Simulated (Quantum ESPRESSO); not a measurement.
Runs of Quantum ESPRESSO 7.5 on Rh. The structure is cubic, space group Fm-3m (No. 225). Conventional cell: a = 3.796 Å, b = 3.796 Å, c = 3.796 Å, α = 90.00°, β = 90.00°, γ = 90.00°. Rh (site symmetry m-3m) is surrounded by 12 Rh at 2.68 Å. 

```csv
level,k mesh,symmetry,SCF threshold,form of the LDA correlation,gap on the mesh (eV),pressure (GPa)
SCAN,9 × 9 × 9,off,1e-08 Ry,-,none,-3.8
M06L,9 × 9 × 9,off,1e-08 Ry,-,none,4.7
r2SCAN,9 × 9 × 9,off,1e-08 Ry,-,none,-1.0
PBEsol,12 × 12 × 12,-,2e-10 Ry,-,none,-4.2
RPBE,12 × 12 × 12,-,2e-10 Ry,-,none,(b)
LDA,12 × 12 × 12,-,2e-10 Ry,PZ81,none,(a)
EV93PW91,12 × 12 × 12,-,2e-10 Ry,-,none,36.2
PBE,12 × 12 × 12,-,2e-10 Ry,-,none,7.3
```

Alike in all rows: task band structure; potentials or basis SG15 PBE 1.2; no spin polarisation; cell as given; cutoff (eV) 952; smearing fermi-dirac 0.05 eV.

Task: Fill in the values left out.

Result: (a) -11.3; (b) 12.8.

Caveats: the potentials were made for another functional, which shifts forces and pressure (some runs); the potentials were made for a functional far from this one (some runs); a pressure of tens of GPa on the cell as given is suspect, and the run, the potentials or the cell itself is likely at fault (some runs).

A k mesh can miss the band edges, and the runs leave out spin-orbit coupling on Rh.

A gap of «none» marks a metal or a gap under the smearing width.
